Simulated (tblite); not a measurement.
# How the settings of tblite move a run on Mg$_{2}$Sn

Simulated with tblite 0.8.0. This is a test of settings. The cell was built from a prototype and was relaxed with r2SCAN in plane waves (Ansatz 0.2.0). Not every such cell is a known phase. All runs are without spin polarisation.

It is cubic, Fm-3m (No. 225); conventional cell a = 6.760 Å, 25.74 Å³ an atom. Sn has 8 Mg at 2.93 Å; Mg has 4 Sn at 2.93 Å.

The base run uses GFN1-xTB on a cluster of 96 atoms.

```python
import json
from ase import Atoms
from ase.build import make_supercell
from ase.units import Bohr, GPa, Hartree
from tblite.interface import Calculator

atoms = Atoms(['Sn', 'Mg', 'Mg'],
              cell=[[0.0, 3.37993528, 3.37993528], [3.37993528, 0.0, 3.37993528], [3.37993528, 3.37993528, 0.0]],
              scaled_positions=[[0.0, 0.0, 0.0], [0.25, 0.25, 0.25], [0.75, 0.75, 0.75]],
              pbc=True)
cluster = make_supercell(atoms, [[-2, 2, 2], [2, -2, 2], [2, 2, -2]])
calc = Calculator('GFN1-xTB', cluster.numbers, cluster.positions / Bohr, lattice=cluster.cell[:] / Bohr, periodic=cluster.pbc)
calc.set('temperature', 0.02 / Hartree)
calc.set('max-iter', 150)
res = calc.singlepoint()
levels = res.get('orbital-energies') * Hartree
nv = round(res.get('orbital-occupations').sum() / 2)
cells = len(cluster) // len(atoms)
out = {'energy_per_cell': res.get('energy') * Hartree / cells, 'homo': levels[nv - 1], 'lumo': levels[nv],
       'stress': (-res.get('virial') * Hartree / cluster.get_volume() / GPa).tolist(), 'charges': res.get('charges')[:len(atoms)].tolist(), 'electrons': 2 * nv / cells}
json.dump(out, open('results.json', 'w'))
for key, value in out.items():
    print(key, value)
```

Command: `python run.py`. It took 3.6 s on 1 thread of Arm Neoverse V2, on a shared host, peak memory 0.13 GiB.

It converged with no gap at the points read and a pressure of 0.65 GPa (positive in compression). xTB was fitted to molecules, so gaps, charges and pressures of solids can be far off.

Each further run moved one setting: temperature (electronic temperature in eV); accuracy (scale of the thresholds); mixer-damping (damping of the charge mixer); charge (charge of the whole cluster); cluster (size of the cluster in conventional cells). Changes are from the base run, which isn't itself converged in every setting; energies of another Hamiltonian, functional, basis or charge aren't compared, and those at a high electronic temperature are mostly its entropy term.

```csv
setting,how it ended,gap change (eV),energy change (meV/atom),pressure change (GPa),time (s)
temperature = 0.001,converged,0.00,2.5,-0.01,4.5
accuracy = 0.01,converged,0.00,0.0,0.00,4
mixer-damping = 0.7,converged,0.00,0.0,0.00,4
charge = 2.0 (poor on purpose),converged,–,–,–,3.8
cluster = 1x1x1 (poor on purpose),converged,1.56,636.5,3.57,0.75
```

accuracy = 0.01 changes nothing that matters here. mixer-damping = 0.7 changes nothing that matters here.

The runs are scalar-relativistic, without spin-orbit coupling.
